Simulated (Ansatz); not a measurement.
# Relativity in Sb

```xyz
1
Lattice="0.0000 2.3050 2.3050 2.3050 0.0000 2.3050 2.3050 2.3050 0.0000" Properties=species:S:1:pos:R:3 pbc="T T T"
Sb    0.0000    0.0000    0.0000
```

The cell comes from COD entry 9013009, which wasn't checked; take it as a given geometry.

One fixed cell is solved with PBE by PAW (frozen-core files) in Ansatz 0.2.0 under different relativistic treatments. Pressure is positive in compression.

Numerical set-up: a Γ-centred 12×12×12 k mesh, Fermi–Dirac smearing of 0.05 eV, cutoff 420 eV, no spin polarisation.

Order the settings by the pressure that they give at this fixed cell, lowest first.
A. with spin–orbit coupling
B. scalar-relativistic

B (8.71 GPa), A (9.04 GPa).

```tsv
setting	P (GPa)	lowest level at Γ above −25 eV, from the valence-band top or, without a gap, the Fermi level (eV)
scalar-relativistic	8.71	-13.78
with spin–orbit coupling	9.04	-13.75
```
